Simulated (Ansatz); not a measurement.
LaAlO₃ (R-3c, No. 167) was calculated with PBE in Ansatz (PAW).

Settings: plane-wave cutoff 520 eV, 8×8×8 k mesh, Fermi–Dirac smearing 0.01 eV, scalar-relativistic PAW data made under PBE.

Cell (measured lattice):

```yaml
crystal:
  lattice:
    - [2.69320, 1.55492, 4.39690]
    - [-2.69320, 1.55492, 4.39690]
    - [0.00000, -3.10984, 4.39690]
  atoms:
    - { symbol: La, position: [0.25000, 0.25000, 0.25000] }
    - { symbol: La, position: [0.75000, 0.75000, 0.75000] }
    - { symbol: Al, position: [0.00000, 0.00000, 0.00000] }
    - { symbol: Al, position: [0.50000, 0.50000, 0.50000] }
    - { symbol: O, position: [0.76160, 0.73840, 0.25000] }
    - { symbol: O, position: [0.25000, 0.76160, 0.73840] }
    - { symbol: O, position: [0.73840, 0.25000, 0.76160] }
    - { symbol: O, position: [0.23840, 0.26160, 0.75000] }
    - { symbol: O, position: [0.75000, 0.23840, 0.26160] }
    - { symbol: O, position: [0.26160, 0.75000, 0.23840] }
```

Problem. Predict the band gap and smallest direct gap on the k points sampled.

Solution. 
band gap: 3.58 eV
smallest direct gap on the k points sampled: 3.59 eV

Note: cell and atoms aren't relaxed at this level (largest force component 0.06 eV/Å, pressure 0.7 GPa).

Spin–orbit coupling is not included.

The computed numbers hold no vibrational or temperature effects.

Ansatz is a first-principles code.
